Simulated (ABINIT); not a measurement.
Crystal: GaN.

```xyz
2
Lattice="0.0000 2.2535 2.2535 2.2535 0.0000 2.2535 2.2535 2.2535 0.0000" Properties=species:S:1:pos:R:3 pbc="T T T"
Ga    0.0000    0.0000    0.0000
N     1.1268    1.1268    1.1268
```

The cell is a database's computed one.

| Item | Value |
| --- | --- |
| Program | ABINIT 10.8.3 (patched build) |
| Task | single point |
| Functional | PBE |
| Potentials or basis | JTH PAW PBE v2.0 |
| Cutoff | 707 eV |
| k mesh | 10 × 10 × 10 |
| Occupations | fermi-dirac, width 0.05 eV |
| Spin | no spin polarisation |

On this cell: pressure 5.5 GPa; largest force zero by symmetry; band gap on the k mesh 1.71 eV, direct.

The same run follows on a disturbed copy (atoms moved at random, drawn with an rms of 0.05 Å):

```xyz
2
Lattice="0.0000 2.2535 2.2535 2.2535 0.0000 2.2535 2.2535 2.2535 0.0000" Properties=species:S:1:pos:R:3 pbc="T T T"
Ga   -0.0158    0.0025    0.0107
N     1.1376    1.1248    1.1058
```

What changes?

The energy moves by +5.4 meV/atom; pressure 5.7 GPa; largest force 0.514 eV/Å; band gap on the k mesh 1.63 eV, direct.

Forces on the atoms (eV/Å):
```
Ga   0.329 -0.010 -0.395
N   -0.329  0.010  0.395
```

Stress tensor (GPa, compression positive):
```
 5.68  1.96  0.07
 1.96  5.78 -1.64
 0.07 -1.64  5.63
```

